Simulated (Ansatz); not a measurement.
Set up this calculation in Ansatz 0.2.0, as an ASE script.

```yaml
Task: single point
Functional: PBE
Potentials_or_basis: Ansatz PAW
Cutoff: 420 eV
Density_cutoff: 1680 eV
k_mesh: 8 × 8 × 8
Occupations: fixed
Spin: spin-orbit coupling, no magnetisation
Driver: calculator
```

The structure of CdSe lies in CdSe.cif:

```cif
data_CdSe
_cell_length_a 6.14054240
_cell_length_b 6.14054240
_cell_length_c 6.14054240
_cell_angle_alpha 90.00000000
_cell_angle_beta 90.00000000
_cell_angle_gamma 90.00000000
_space_group_name_H-M_alt 'F-43m'
_space_group_name_Hall 'F -4 2 3'
_space_group_IT_number 216
loop_
_space_group_symop_operation_xyz
'x,y,z'
'y,-x,-z'
'-x,-y,z'
'-y,x,-z'
'x,-y,-z'
'y,x,z'
'-x,y,-z'
'-y,-x,z'
'z,x,y'
'-z,y,-x'
'z,-x,-y'
'-z,-y,x'
'-z,x,-y'
'z,y,x'
'-z,-x,y'
'z,-y,-x'
'y,z,x'
'-x,-z,y'
'-y,z,-x'
'x,-z,-y'
'-y,-z,x'
'x,z,y'
'y,-z,-x'
'-x,z,-y'
'x,y+1/2,z+1/2'
'y,-x+1/2,-z+1/2'
'-x,-y+1/2,z+1/2'
'-y,x+1/2,-z+1/2'
'x,-y+1/2,-z+1/2'
'y,x+1/2,z+1/2'
'-x,y+1/2,-z+1/2'
'-y,-x+1/2,z+1/2'
'z,x+1/2,y+1/2'
'-z,y+1/2,-x+1/2'
'z,-x+1/2,-y+1/2'
'-z,-y+1/2,x+1/2'
'-z,x+1/2,-y+1/2'
'z,y+1/2,x+1/2'
'-z,-x+1/2,y+1/2'
'z,-y+1/2,-x+1/2'
'y,z+1/2,x+1/2'
'-x,-z+1/2,y+1/2'
'-y,z+1/2,-x+1/2'
'x,-z+1/2,-y+1/2'
'-y,-z+1/2,x+1/2'
'x,z+1/2,y+1/2'
'y,-z+1/2,-x+1/2'
'-x,z+1/2,-y+1/2'
'x+1/2,y,z+1/2'
'y+1/2,-x,-z+1/2'
'-x+1/2,-y,z+1/2'
'-y+1/2,x,-z+1/2'
'x+1/2,-y,-z+1/2'
'y+1/2,x,z+1/2'
'-x+1/2,y,-z+1/2'
'-y+1/2,-x,z+1/2'
'z+1/2,x,y+1/2'
'-z+1/2,y,-x+1/2'
'z+1/2,-x,-y+1/2'
'-z+1/2,-y,x+1/2'
'-z+1/2,x,-y+1/2'
'z+1/2,y,x+1/2'
'-z+1/2,-x,y+1/2'
'z+1/2,-y,-x+1/2'
'y+1/2,z,x+1/2'
'-x+1/2,-z,y+1/2'
'-y+1/2,z,-x+1/2'
'x+1/2,-z,-y+1/2'
'-y+1/2,-z,x+1/2'
'x+1/2,z,y+1/2'
'y+1/2,-z,-x+1/2'
'-x+1/2,z,-y+1/2'
'x+1/2,y+1/2,z'
'y+1/2,-x+1/2,-z'
'-x+1/2,-y+1/2,z'
'-y+1/2,x+1/2,-z'
'x+1/2,-y+1/2,-z'
'y+1/2,x+1/2,z'
'-x+1/2,y+1/2,-z'
'-y+1/2,-x+1/2,z'
'z+1/2,x+1/2,y'
'-z+1/2,y+1/2,-x'
'z+1/2,-x+1/2,-y'
'-z+1/2,-y+1/2,x'
'-z+1/2,x+1/2,-y'
'z+1/2,y+1/2,x'
'-z+1/2,-x+1/2,y'
'z+1/2,-y+1/2,-x'
'y+1/2,z+1/2,x'
'-x+1/2,-z+1/2,y'
'-y+1/2,z+1/2,-x'
'x+1/2,-z+1/2,-y'
'-y+1/2,-z+1/2,x'
'x+1/2,z+1/2,y'
'y+1/2,-z+1/2,-x'
'-x+1/2,z+1/2,-y'
loop_
_atom_site_label
_atom_site_type_symbol
_atom_site_symmetry_multiplicity
_atom_site_Wyckoff_symbol
_atom_site_fract_x
_atom_site_fract_y
_atom_site_fract_z
_atom_site_occupancy
Cd1 Cd 4 a 0.0000000000 0.0000000000 0.0000000000 1
Se1 Se 4 d 0.2500000000 0.2500000000 0.7500000000 1
```

Measurements of this composition are mostly on another form, of space group No. 186.

These files were run (other wordings do the same):

run.py

```python
import json

import ase.io
import numpy as np
import spglib
from ase.calculators.calculator import CalculationFailed, Calculator
from ase.stress import full_3x3_to_voigt_6_stress
from ase.units import GPa

import ansatz as az

class AnsatzCalculator(Calculator):
    implemented_properties = ["energy", "free_energy", "forces", "stress", "magmom"]

    def calculate(self, atoms, properties, system_changes):
        super().calculate(atoms, properties, system_changes)
        structure = atoms.copy()
        structure.set_constraint()
        structure.set_momenta(None)
        structure.set_masses(None)
        outcome = (
            az.Crystal.from_ase(structure)
            .calculation()
            .basis(xc_grid=2)
            .kpoints(8, 8, 8)
            .functional("pbe")
            .pseudopotentials(kind="paw_fr")
            .spin("noncollinear", soc=True)
            .scf(tolerance=2e-10)
            .occupations(method="fixed")
            .forces()
            .stress()
            .run(threads=2)
        )
        if not outcome.report["converged"]:
            raise CalculationFailed("SCF not converged")
        report = outcome.report
        self.results = {
            "free_energy": report["lagrangian_ev"],
            "energy": report["lagrangian_ev"],
            "forces": np.array(report["forces_ev_ang"]),
            "stress": -GPa * full_3x3_to_voigt_6_stress(report["stress_gpa"]),
            "magmom": report["magnetization_mub"],
        }

np.set_printoptions(precision=5, suppress=True, linewidth=110)
atoms = ase.io.read("CdSe.cif")
cell, frac, numbers = spglib.find_primitive((atoms.cell[:], atoms.get_scaled_positions(), atoms.numbers), symprec=1e-5)
atoms = ase.Atoms(numbers, cell=cell, scaled_positions=frac, pbc=True)
atoms.calc = AnsatzCalculator()
print(f"free energy {atoms.get_potential_energy():.6f} eV")
print("forces (eV/A)", atoms.get_forces(), sep="\n")
print("stress (GPa, Voigt, tension positive)", atoms.get_stress() / GPa, sep="\n")
print(f"moment {atoms.get_magnetic_moment():.4f} muB")
```

Potentials or basis: Ansatz PAW.

Command:

```sh
$ python run.py
```

Results of the run:

```yaml
Pressure: 1.3 GPa
Band_gap_on_the_k_mesh: 0.43 eV
```

It took 15 s on 2 threads of Arm Neoverse N1, on a shared host, peak memory 0.66 GiB.
